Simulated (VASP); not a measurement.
LiSe2: equation of state with PBE

The system is LiSe2.

```
CELL_PARAMETERS angstrom
0.00000 3.04029 3.04029
3.04029 0.00000 3.04029
3.04029 3.04029 0.00000
ATOMIC_POSITIONS crystal
Li 0.50000 0.50000 0.50000
Se 0.75000 0.75000 0.75000
Se 0.25000 0.25000 0.25000
```

The cell was built by a generator and needn't be a form met in nature.

```json
{
  "Program": "VASP 6.6.1",
  "Task": "equation of state",
  "Functional": "PBE",
  "Potentials or basis": "VASP PAW PBE potentials, release 64 (Li_sv, Se)",
  "Cutoff": "520 eV",
  "k mesh": "8 × 8 × 8",
  "Occupations": "fermi-dirac, width 0.05 eV",
  "Spin": "no spin polarisation",
  "Further INCAR settings": "ALGO = Normal; EDIFF = 1e-07; NBANDS = 14"
}
```

```yaml
Equilibrium_volume: "19.86 Å³/atom (rough: see the caveat)"
Bulk_modulus: 49 GPa (rough)
```

Energy against volume, from the lowest point:
```
volume (Å³/atom)  energy (meV/atom)
          17.611              48.31
          17.986              32.29
          18.360              19.91
          18.735              10.80
          19.110               4.64
          19.484               1.13
          19.859               0.00
```

All runs of the series together: 2.9 min on 1 thread of AMD EPYC 7R43 64-Core Processor (Zen 3) (shared host).

Caveat: the cutoff is under 1.25 times the usual one of these potentials, so pressure, stress and relaxed cells hold a basis-set (Pulay) error; the minimum lies outside the volumes run.
